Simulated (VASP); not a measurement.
Set up this calculation in VASP 6.6.1, as the native input.

```
Task                   : relaxation of cell and atoms
Functional             : PBEsol
Potentials or basis    : VASP PAW PBE potentials, release 64 (Ba_sv, Zr_sv, O)
Cutoff                 : 600 eV
k mesh                 : 6 × 6 × 6
Occupations            : gaussian, width 0.02 eV
Spin                   : no spin polarisation
Further INCAR settings : ALGO = Normal; EDIFF = 1e-07; IBRION = 2; EDIFFG = -0.005; NSW = 60; ISIF = 3
```

The structure of BaZrO3 lies in POSCAR:

```
BaZrO3
1.0
    4.2000000000      0.0000000000      0.0000000000
    0.0000000000      4.2000000000      0.0000000000
    0.0000000000      0.0000000000      4.2000000000
Ba Zr O
1 1 3
Direct
    0.0000000000      0.0000000000      0.0000000000
    0.5000000000      0.5000000000      0.5000000000
    0.5000000000      0.5000000000      0.0000000000
    0.0000000000      0.5000000000      0.5000000000
    0.5000000000      0.0000000000      0.5000000000
```

The cell was built by a generator and needn't be a form met in nature.

The input as run:

INCAR

```
SYSTEM = BaZrO3
PREC = Accurate
ENCUT = 600
EDIFF = 1E-7
ISMEAR = 0
SIGMA = 0.02
LREAL = .False.
LASPH = .True.
NELM = 120
ALGO = Normal
ISIF = 3
LWAVE = .False.
LCHARG = .False.
GGA = PS
IBRION = 2
NSW = 60
EDIFFG = -0.005
KPAR = 2
```

KPOINTS

```
regular mesh
0
Gamma
  6 6 6
  0 0 0
```

Potentials or basis: VASP PAW PBE potentials, release 64 (Ba_sv, Zr_sv, O).

The run is started by

```console
$ cat potpaw_PBE.64/Ba_sv/POTCAR potpaw_PBE.64/Zr_sv/POTCAR potpaw_PBE.64/O/POTCAR > POTCAR
$ mpirun -np 2 vasp_std > vasp.out
```

It gave:

- Relaxed volume: 14.71 Å³/atom
- Relaxed cell: a = 4.189 Å, b = 4.189 Å, c = 4.189 Å, α = 90.00°, β = 90.00°, γ = 90.00°
- Space group after relaxing (to 0.05 Å): Pm-3m (No. 221)
- Energy gained by relaxing: 0.4 meV/atom
- Ionic steps: 3
- Pressure after relaxing: 0.0 GPa
- Band gap on the k mesh: 3.11 eV, indirect (least direct gap 3.33 eV)

Caveat: the PAW data sets were made with another functional, which shifts forces and pressure a little; spin-orbit coupling is left out, which moves the levels of the heavy elements.

It took 69 s on 2 MPI ranks on Intel(R) Xeon(R) Platinum 8259CL CPU @ 2.50GHz (Skylake/Cascade Lake), with other jobs on the host, peak memory 0.24 GiB a rank.
